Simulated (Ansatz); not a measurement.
Epitaxial strain in MoS₂: moduli and critical thickness

All numbers below come from Ansatz 0.2.0, DFT PBEsol, scalar-relativistic, plane waves, PAW. Settings: 420 eV cutoff, 12×12×2 k-mesh, Gaussian smearing of 0.02 eV, no spin polarisation.

The relaxed crystal:

```
CELL_PARAMETERS angstrom
3.14139 0.00000 0.00000
-1.57069 2.72052 0.00000
0.00000 0.00000 12.58509
ATOMIC_POSITIONS crystal
Mo 0.66667 0.33333 0.25000
Mo 0.33333 0.66667 0.75000
S 0.66667 0.33333 0.62612
S 0.33333 0.66667 0.37388
S 0.66667 0.33333 0.87388
S 0.33333 0.66667 0.12612
```

The a-b plane is strained alike in both directions, as on a substrate, while c and the atoms relax within the symmetry that the strain leaves. Stress is positive in compression; energies are free energies at the smearing used, per atom.

| strain (%) | c (Å) | σ in plane (GPa) | ΔE (meV/atom) |
| --- | --- | --- | --- |
| -6.0 | 12.9475 | 20.55 | 125.48 |
| -4.0 | 12.8157 | 12.72 | 53.50 |
| -2.0 | 12.6988 | 5.92 | 12.85 |
| +0.0 | 12.5851 | 0.00 | 0.00 |
| +2.0 | 12.4764 | -5.15 | 11.89 |
| +4.0 | 12.3783 | -9.63 | 45.79 |
| +6.0 | 12.2843 | -13.50 | 99.29 |

Q: Get the biaxial modulus twice, from the stresses and from the energies of the innermost pair.

A: From stress: M = −Δσ/Δε = (5.92 − (-5.15)) / 0.040 = 277 GPa. Two in-plane directions each store σε/2, so the energy density is Mε²: M = (mean ΔE)/(V ε²) = 12.37 meV / (17.926 Å³ × 0.020²) × 0.16022 GPa Å³/meV = 276 GPa. The two agree.

Q: How well does Mε², with M from the stresses, predict the outermost points?

A: 111.5 meV predicted against 125.5 computed at -6.0 %; 111.5 meV predicted against 99.3 computed at +6.0 %. Compression costs more than stretching, the usual sign of bonds that stiffen as they shorten.

Q: How does c respond, and up to what thickness can a film with 1 % or 2 % misfit stay coherent on a thick substrate?

A: c answers with ε_c = −0.44 ε. In an isotropic solid that ratio is 2ν/(1 − ν), so ν = r/(2 + r) = 0.18. A film of thickness h stores Mε²h per area, 27.7 mJ/m² per nm at 1 %. The Matthews–Blakeslee balance for pure edge misfit dislocations, h = b/(8πf(1 + ν)) × (ln(h/b) + 1), with b taken as the in-plane vector a = 3.14 Å, solved by iteration, gives 3.7 nm at f = 1 % and 1.3 nm at 2 %. This is an isotropic estimate in which the moduli cancel; the real Burgers vector, glide system, anisotropy and slow kinetics can shift it by a factor of a few, mostly upward.